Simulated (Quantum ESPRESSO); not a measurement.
# ZnS (Wurtzite-2H) (P6_3mc) in Quantum ESPRESSO: reference runs, part 2 of 2

Quantum ESPRESSO 7.5. Earlier steps stand in the parts before.

## (4) Single point, PBEsol, 18.82 Å³/atom

pw.in reads:

```
&CONTROL
  calculation = 'scf'
  prefix = 'pwscf'
  outdir = './tmp'
  pseudo_dir = './pseudo'
  tstress = .true.
  disk_io = 'nowf'
/
&SYSTEM
  ibrav = 0
  nat = 4
  ntyp = 2
  ecutwfc = 56
  ecutrho = 448
  nbnd = 36
  occupations = 'smearing'
  smearing = 'fd'
  degauss = 0.00367493
/
&ELECTRONS
  conv_thr = 8d-10
  electron_maxstep = 120
  mixing_beta = 0.5
/
ATOMIC_SPECIES
Zn    65.3800 zn_pbesol_v1.uspp.F.UPF
S     32.0600 s_pbesol_v1.4.uspp.F.UPF
CELL_PARAMETERS angstrom
   3.7594936861    0.0000000000    0.0000000000
  -1.8797468431    3.2558170375    0.0000000000
   0.0000000000    0.0000000000    6.1497464286
ATOMIC_POSITIONS crystal
Zn     0.6666666667    0.3333333333    0.5000000000
Zn     0.3333333333    0.6666666667    0.0000000000
S      0.6666666667    0.3333333333    0.8850000000
S      0.3333333333    0.6666666667    0.3850000000
K_POINTS automatic
8 8 5 0 0 0
```

Potentials or basis: GBRV 1.5 PBEsol.

On the command line:

```bash
OMP_NUM_THREADS=1 mpirun -n 2 pw.x -nk 2 -in pw.in > pw.out
```

pw.out:

```text
This program is part of the open-source Quantum ESPRESSO suite
     for quantum simulation of materials; please cite
[... 6 lines left out ...]
     using ibrav=0 with symmetry is DISCOURAGED, use correct ibrav instead

     K-points division:     npool     =       2
     Subspace diagonalization in iterative solution of the eigenvalue problem:
     a serial algorithm will be used

     G-vector sticks info
     --------------------
     sticks:   dense  smooth     PW     G-vecs:    dense   smooth      PW
     Sum        1555     769    223                81313    28759    4523

     Using Slab Decomposition

     bravais-lattice index     =            0
     lattice parameter (alat)  =       7.1044  a.u.
     unit-cell volume          =     507.9760 (a.u.)^3
     number of atoms/cell      =            4
[... 182 lines left out ...]

     End of self-consistent calculation

          k = 0.0000 0.0000 0.0000 (  3633 PWs)   bands (ev):

  -117.3918-117.3918 -71.7217 -71.7217 -71.7216 -71.7216 -71.7206 -71.7203
    -6.1873  -5.1660   0.7429   0.7429   0.8107   0.8107   0.8255   1.2717
     1.2717   1.3632   1.3632   1.4973   1.8416   6.3959   6.3959   7.3141
     7.3141   7.3150   9.6128  10.2679  13.4632  13.4632  13.7778  14.8367
    14.8367  16.6599  17.2700  17.2700
[... 227 lines left out ...]
  -117.3918-117.3918 -71.7218 -71.7218 -71.7218 -71.7218 -71.7204 -71.7204
    -4.9069  -4.8583   0.8721   0.9238   0.9440   1.0148   1.1321   1.1366
     1.2805   1.2828   1.6089   1.6644   2.2631   2.4075   3.8989   4.4123
     5.7159   5.9672  11.6640  12.0165  13.1916  13.6950  14.4222  14.9158
    16.7163  16.8867  18.2364  18.3503

     the Fermi energy is     8.4330 ev

!    total energy              =    -970.74330323 Ry
     estimated scf accuracy    <          1.3E-11 Ry
     smearing contrib. (-TS)   =      -0.00000000 Ry
     internal energy E=F+TS    =    -970.74330323 Ry

     The total energy is F=E-TS. E is the sum of the following terms:
     one-electron contribution =    -898.45685607 Ry
     hartree contribution      =     463.56195705 Ry
     xc contribution           =    -100.34747008 Ry
     ewald contribution        =    -435.50093413 Ry

     convergence has been achieved in  10 iterations

     Computing stress (Cartesian axis) and pressure

          total   stress  (Ry/bohr**3)                   (kbar)     P=       20.27
   0.00019424   0.00000000   0.00000000           28.57        0.00        0.00
   0.00000000   0.00019424   0.00000000            0.00       28.57        0.00
   0.00000000   0.00000000   0.00002498            0.00        0.00        3.67

=------------------------------------------------------------------------------=
   JOB DONE.
=------------------------------------------------------------------------------=
```

Run time: 43 s. Hardware: 2 MPI ranks of Arm Neoverse V2, shared host; peak memory 0.48 GiB.

What came out:

```
Free energy            : -13207.6355 eV
Pressure               : 2.0 GPa
Band gap on the k mesh : 2.30 eV, direct
```

## (5) Single point, PBEsol, 19.21 Å³/atom

Edit pw.in of step 4 so:

```diff
@@ -28,5 +28,5 @@
 CELL_PARAMETERS angstrom
-   3.7594936861    0.0000000000    0.0000000000
-  -1.8797468431    3.2558170375    0.0000000000
-   0.0000000000    0.0000000000    6.1497464286
+   3.7854220481    0.0000000000    0.0000000000
+  -1.8927110241    3.2782716577    0.0000000000
+   0.0000000000    0.0000000000    6.1921598132
 ATOMIC_POSITIONS crystal
```

On the command line:

```bash
OMP_NUM_THREADS=1 mpirun -n 2 pw.x -nk 2 -in pw.in > pw.out
```

Run time: 43 s. Hardware: 2 MPI ranks of Arm Neoverse V2, shared host; peak memory 0.48 GiB.

Results (log left out):

```
Free energy            : -13207.6473 eV
Pressure               : 0.3 GPa
Band gap on the k mesh : 2.20 eV, direct
```

## (6) Single point, PBEsol, 19.60 Å³/atom

Edit pw.in of step 5 so:

```diff
@@ -28,5 +28,5 @@
 CELL_PARAMETERS angstrom
-   3.7854220481    0.0000000000    0.0000000000
-  -1.8927110241    3.2782716577    0.0000000000
-   0.0000000000    0.0000000000    6.1921598132
+   3.8110000000    0.0000000000    0.0000000000
+  -1.9055000000    3.3004228138    0.0000000000
+   0.0000000000    0.0000000000    6.2340000000
 ATOMIC_POSITIONS crystal
```

Potentials or basis: GBRV 1.5 PBEsol.

On the command line:

```bash
OMP_NUM_THREADS=1 mpirun -n 2 pw.x -nk 2 -in pw.in > pw.out
```

Wall time 44 s (2 MPI ranks of Arm Neoverse V2, shared host); peak memory 0.48 GiB.

It converged, with:

| Property | Result |
| --- | --- |
| Free energy | -13207.6432 eV |
| Pressure | -1.2 GPa |
| Band gap on the k mesh | 2.11 eV, direct |

## (7) Single point, PBEsol, 19.99 Å³/atom

Edit pw.in of step 6 so:

```diff
@@ -28,5 +28,5 @@
 CELL_PARAMETERS angstrom
-   3.8110000000    0.0000000000    0.0000000000
-  -1.9055000000    3.3004228138    0.0000000000
-   0.0000000000    0.0000000000    6.2340000000
+   3.8362391461    0.0000000000    0.0000000000
+  -1.9181195731    3.3222805555    0.0000000000
+   0.0000000000    0.0000000000    6.2752859714
 ATOMIC_POSITIONS crystal
```

On the command line:

```bash
OMP_NUM_THREADS=1 mpirun -n 2 pw.x -nk 2 -in pw.in > pw.out
```

Wall time 44 s (2 MPI ranks of Arm Neoverse V2, shared host); peak memory 0.48 GiB.

Results (log left out):

```yaml
Free_energy: -13207.6248 eV
Pressure: -2.6 GPa
Band_gap_on_the_k_mesh: 2.02 eV, direct
```

## (8) Single point, PBEsol, 20.39 Å³/atom

Edit pw.in of step 7 so:

```diff
@@ -28,5 +28,5 @@
 CELL_PARAMETERS angstrom
-   3.8362391461    0.0000000000    0.0000000000
-  -1.9181195731    3.3222805555    0.0000000000
-   0.0000000000    0.0000000000    6.2752859714
+   3.8611504880    0.0000000000    0.0000000000
+  -1.9305752440    3.3438544104    0.0000000000
+   0.0000000000    0.0000000000    6.3160357234
 ATOMIC_POSITIONS crystal
```

On the command line:

```bash
OMP_NUM_THREADS=1 mpirun -n 2 pw.x -nk 2 -in pw.in > pw.out
```

Run time: 45 s. Hardware: 2 MPI ranks of Arm Neoverse V2, shared host; peak memory 0.5 GiB.

Results (log left out):

- Free energy: -13207.5936 eV
- Pressure: -3.9 GPa
- Band gap on the k mesh: 1.93 eV, direct

## (9) Single point, PBEsol, 20.78 Å³/atom

Edit pw.in of step 8 so:

```diff
@@ -28,5 +28,5 @@
 CELL_PARAMETERS angstrom
-   3.8611504880    0.0000000000    0.0000000000
-  -1.9305752440    3.3438544104    0.0000000000
-   0.0000000000    0.0000000000    6.3160357234
+   3.8857444663    0.0000000000    0.0000000000
+  -1.9428722331    3.3651534204    0.0000000000
+   0.0000000000    0.0000000000    6.3562663350
 ATOMIC_POSITIONS crystal
```

Potentials or basis: GBRV 1.5 PBEsol.

On the command line:

```bash
OMP_NUM_THREADS=1 mpirun -n 2 pw.x -nk 2 -in pw.in > pw.out
```

Run time: 46 s. Hardware: 2 MPI ranks of Arm Neoverse V2, shared host; peak memory 0.5 GiB.

It converged, with:

| Property | Result |
| --- | --- |
| Free energy | -13207.5510 eV |
| Pressure | -5.0 GPa |
| Band gap on the k mesh | 1.84 eV, direct |

## (10) Equation of state, PBEsol

Potentials or basis: GBRV 1.5 PBEsol.

This step only gathers the single runs of the series.

What came out:

| Item | Value |
| --- | --- |
| Equilibrium volume | 19.30 Å³/atom |
| Bulk modulus at fixed shape and positions | 78 GPa |
| Pressure derivative of the bulk modulus | 4.5 |

Energy against volume, from the lowest point:
```tsv
volume (Å³/atom)	energy (meV/atom)
18.427	10.37
18.819	2.96
19.211	0.00
19.603	1.03
19.995	5.63
20.387	13.42
20.779	24.08
```

Caveat: the cell was scaled at fixed shape and fractional positions, which overstates the stiffness of a crystal with free parameters, most of all of layers and chains.

## (11) Comparison with measurements

Step 2. Against the measured gap of ZnS, 3.911 eV (direct; 4 K; a printed reference work, monograph), the calculated 2.11 eV is off by -1.80 eV. The value is that of PBEsol, without temperature or zero-point motion. Semilocal functionals fall short of measured gaps as a rule.
